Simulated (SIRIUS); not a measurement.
Runs of SIRIUS 7.12.0 on MoS2. It takes space group R3m (No. 160, trigonal). Conventional cell: a = 3.160 Å, b = 3.160 Å, c = 18.450 Å, α = 90.00°, β = 90.00°, γ = 120.00°. Around Mo (site symmetry 3m) lie 6 S at 2.39 Å. S (site symmetry 3m) has 3 Mo at 2.39 Å as nearest neighbours. Around S (site symmetry 3m) lie 3 Mo at 2.39 Å. Measurements of this composition are mostly on another form, of space group No. 194.

```tsv
task	level	k mesh	cutoff (eV)	muffin tin radii	basis cutoff (gk_cutoff)	local orbitals (radial functions)	reference energy of the basis	smallest sphere radius times basis cutoff	mesh quality	gap on the mesh (eV)	V0 of scaled cells (Å³/atom)	B0 (GPa)	largest force (eV/Å)
equation of state	PBE	5 × 5 × 5	203	Mo 2.28, S 2.06 bohr	3.86 1/bohr	-	-	-	coarse	-	(b)	(c)	-
band structure	LDA	10 × 10 × 10	194	Mo 2.33, S 2.1 bohr	3.78 1/bohr	Mo 13, S 12	0.28 Ha	7.94	not flagged	0.88	-	-	(a)
equation of state	PBEsol	10 × 10 × 10	203	Mo 2.28, S 2.06 bohr	3.86 1/bohr	Mo 13, S 12	-	7.95	not flagged	-	17.77	155	-
equation of state	PBE+D3(BJ)	5 × 5 × 5	203	Mo 2.28, S 2.06 bohr	3.86 1/bohr	-	-	-	coarse	-	17.89	150	-
single point	PBEsol	10 × 10 × 10	203	Mo 2.28, S 2.06 bohr	3.86 1/bohr	Mo 13, S 12	0.29 Ha	7.95	not flagged	0.91	-	-	0.26
equation of state	PBE+D3	5 × 5 × 5	203	Mo 2.28, S 2.06 bohr	3.86 1/bohr	-	-	-	coarse	-	18.05	147	-
band structure	PBEsol	10 × 10 × 10	194	Mo 2.33, S 2.1 bohr	3.78 1/bohr	Mo 13, S 12	0.28 Ha	7.94	not flagged	0.91	-	-	0.26
```

Alike in all rows: potentials or basis all-electron FP-LAPW, apw+lo standard; no spin polarisation; cell as given; smearing fermi-dirac 0.05 eV.

Task: Estimate the missing entries.

Result: (a) 0.08; (b) 18.36; (c) 141.

Caveats: some runs use coarse meshes; the cell was scaled at fixed shape and fractional positions, which overstates the stiffness of a crystal with free parameters, most of all of layers and chains (some runs).

A k mesh can miss the band edges, and the runs leave out spin-orbit coupling on Mo.

Not every run made on this cell is shown here.
